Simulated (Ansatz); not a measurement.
# Effect of O vacancy, symmetric start on BaSnO3

Base system: a 20-atom supercell of BaSnO3 in the cubic perovskite structure (space group Pm-3m, No. 221; a = 4.1216 Å) at its relaxed geometry.

Now apply this change: one O atom is removed, atoms relaxed at fixed cell.

Method: PBEsol in Ansatz (plane waves to 420 eV, PAW, no spin-orbit coupling), earlier PAW set. Settings: 4×4×4 k-points, 0.01 eV Fermi–Dirac smearing.

The pressure goes from zero to 1.4 GPa and the gap of the supercell grows by 0.16 eV to 1.02 eV. The total moment of the cell is 0.0 μB and the energy gained by relaxation is 0.12 eV. The largest displacement of a host atom from its site in the perfect cell comes out as 0.11 Å and the mean distance from the defect site to its nearest host atoms decreases by 0.11 Å to 1.95 Å.

Other magnetic orders, which the real material may have, were not ruled out. In so small a cell the defect repeats every few ångströms: this is an ordered compound, not a dilute defect. The defect started on the symmetric site and kept its symmetry, so it may sit on a saddle. Starting moments died away, wholly or in part, for O vacancy; another magnetic solution may exist. The defect cell is spin-polarised and ends with 0.0 μB.

Ansatz is an electronic-structure program.
